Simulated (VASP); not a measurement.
**CdO2: single point with PBEsol**

Crystal: CdO2.

```
CELL_PARAMETERS angstrom
3.47623 0.00000 0.00000
-1.73811 3.01050 0.00000
0.00000 0.00000 4.14808
ATOMIC_POSITIONS crystal
Cd 0.99450 0.00472 0.99246
O 0.34136 0.66529 0.24291
O 0.68025 0.34163 0.74211
```

The cell comes from a database or a generator and needn't be the stable form of this composition.

The cell isn't the ideal one: atoms moved at random, drawn with an rms of 0.05 Å.

```yaml
Program: VASP 6.6.1
Task: single point
Functional: PBEsol
Potentials_or_basis: VASP PAW PBE potentials, release 64 (Cd, O)
Cutoff: 520 eV
k_mesh: 9 × 9 × 7
Occupations: fermi-dirac, width 0.05 eV
Spin: no spin polarisation
Ladder: free
Further_INCAR_settings: ALGO = Normal; EDIFF = 1e-07; NBANDS = 19
```

```yaml
Pressure: -10.1 GPa
Largest_force: 0.519 eV/Å
Band_gap_on_the_k_mesh: none (metal or under the smearing width)
```

Forces in eV/Å, atoms in the order of the input:
```
Cd   0.517 -0.037  0.002
O   -0.256  0.006 -0.284
O   -0.262  0.031  0.282
```

Stress tensor (GPa, compression positive):
```
-10.11   0.01   0.03
  0.01 -10.37   0.01
  0.03   0.01  -9.69
```

Levels at points of the mesh, in eV from the Fermi level:
| k point | band 10 | band 11 | band 12 | band 13 | band 14 | band 15 |
| --- | --- | --- | --- | --- | --- | --- |
| (0.00, 0.00, 0.00) | -0.83 | -0.14 | -0.07 | 0.10 | 3.14 | 8.38 |

It took 2.9 min on 1 thread of Intel(R) Xeon(R) Platinum 8488C (Sapphire Rapids), on a shared host, peak memory 0.33 GiB.

Caveat: the PAW data sets were made with another functional, which shifts forces and pressure a little.
